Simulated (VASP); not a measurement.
AlN, 4 atoms in the cell. The structure is hexagonal, space group P6_3mc (No. 186). The conventional cell has a = 3.113 Å, b = 3.113 Å, c = 4.981 Å, α = 90.00°, β = 90.00°, γ = 120.00°. Al (site symmetry 3m) has 4 N at 1.89 Å as nearest neighbours. N (site symmetry 3m) is surrounded by 4 Al at 1.89 Å. 

```yaml
Program: VASP 6.6.1
Task: single point
Functional: PBE
Potentials_or_basis: VASP PAW PBE potentials, release 64 (Al, N)
Cutoff: 520 eV
k_mesh: 9 × 9 × 6
Occupations: gaussian, width 0.02 eV
Spin: no spin polarisation
Further_INCAR_settings: ALGO = Normal; EDIFF = 1e-07; NBANDS = 16
```

Potentials or basis: VASP PAW PBE potentials, release 64 (Al, N).

Launch:

```bash
$ cat potpaw_PBE.64/Al/POTCAR potpaw_PBE.64/N/POTCAR > POTCAR
$ mpirun -np 1 vasp_std > vasp.out
```

Hardware: 1 thread of AMD EPYC 9R14 (Zen 4) (shared host).

Q: Estimate the wall time of this run.

A: Wall time 17 s on 1 thread of AMD EPYC 9R14 (Zen 4), on a shared host, peak memory 0.14 GiB. Counts: scf iterations 14, k points 48.
